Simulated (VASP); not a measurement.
Write the native input for VASP 6.6.1 that does the following.

```
Task                   : single point
Functional             : PBEsol
Potentials or basis    : VASP PAW PBE potentials, release 64 (Al, As)
Cutoff                 : 520 eV
k mesh                 : 8 × 8 × 8
Occupations            : gaussian, width 0.5 eV
Spin                   : no spin polarisation
Further INCAR settings : ALGO = Normal; EDIFF = 1e-06; NBANDS = 11
```

The structure of AlAs lies in POSCAR:

```
AlAs
1.0
    0.0000000000      2.8408800000      2.8408800000
    2.8408800000      0.0000000000      2.8408800000
    2.8408800000      2.8408800000      0.0000000000
Al As
1 1
Direct
    0.0000000000      0.0000000000      0.0000000000
    0.2500000000      0.2500000000      0.2500000000
```

The cell is a database's computed one.

These files were run (other wordings do the same):

INCAR

```
SYSTEM = AlAs
PREC = Accurate
ENCUT = 520
EDIFF = 1E-6
ISMEAR = 0
SIGMA = 0.5
LREAL = .FALSE.
LASPH = .TRUE.
NELM = 80
ALGO = Normal
ISIF = 2
LWAVE = .FALSE.
LCHARG = .TRUE.
GGA = PS
LELF = .TRUE.
LVHAR = .TRUE.
NBANDS = 11
```

KPOINTS

```
Automatic mesh
0
G
  8 8 8
  0 0 0
```

Potentials or basis: VASP PAW PBE potentials, release 64 (Al, As).

Launch:

```sh
$ cat potpaw_PBE.64/Al/POTCAR potpaw_PBE.64/As/POTCAR > POTCAR
$ mpirun -np 1 vasp_std > vasp.out
```

It gave:

| Quantity | Value |
| --- | --- |
| Pressure | 0.0 GPa |
| Band gap on the k mesh | 1.34 eV, indirect (least direct gap 1.89 eV) |

Caveat: the PAW data sets were made with another functional, which shifts forces and pressure a little.

It took 14 s on 1 thread of Intel(R) Xeon(R) Platinum 8488C (Sapphire Rapids), with other jobs on the host, peak memory 0.17 GiB.
